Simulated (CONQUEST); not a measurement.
The system is CsPbCl3.

```
Pb Cs Cl
1.0
     5.60500    0.00000    0.00000
     0.00000    5.60500    0.00000
     0.00000    0.00000    5.60500
Pb Cs Cl
1 1 3
Direct
  0.50007 0.49867 0.50621
  0.00093 0.00081 0.00692
  0.50560 0.00322 0.50281
  0.50076 0.50060 0.00312
  0.00266 0.50333 0.49859
```

The cell isn't the ideal one: atoms moved at random, drawn with an rms of 0.05 Å.

Base run:

| Property | Result |
| --- | --- |
| Program | CONQUEST 1.3 |
| Functional | PBE |
| Potentials or basis | PseudoDojo NC PBE, DZP, multi-site functions of range 3 bohr, grid cutoff 120 Ha |
| k mesh | 5 × 5 × 5 |
| Occupations | fermi-dirac, width 0.05 eV |
| Spin | no spin polarisation |

Its results: band gap on the k mesh 3.93 eV, direct; pressure 2.3 GPa; largest force 0.126 eV/Å.

**Question.** The run is repeated on the same cell with these changes: potentials or basis from PseudoDojo NC PBE, DZP, multi-site functions of range 3 bohr, grid cutoff 120 Ha to PseudoDojo NC PBE, DZP, multi-site functions of range 10 bohr, grid cutoff 120 Ha. What comes out?

**Answer.** Band gap on the k mesh 3.03 eV, direct; pressure 2.1 GPa; largest force 0.096 eV/Å.

Caveats: multi-site functions contract the basis, which raises the energy a little and makes forces and stress less exact; spin-orbit coupling is left out, which as a rule narrows the gap of such compounds by several tenths of an eV; an odd mesh through Γ misses points on the zone boundary, where band edges often lie; the basis of atomic orbitals isn't converged, which shifts pressures, moduli and gaps.
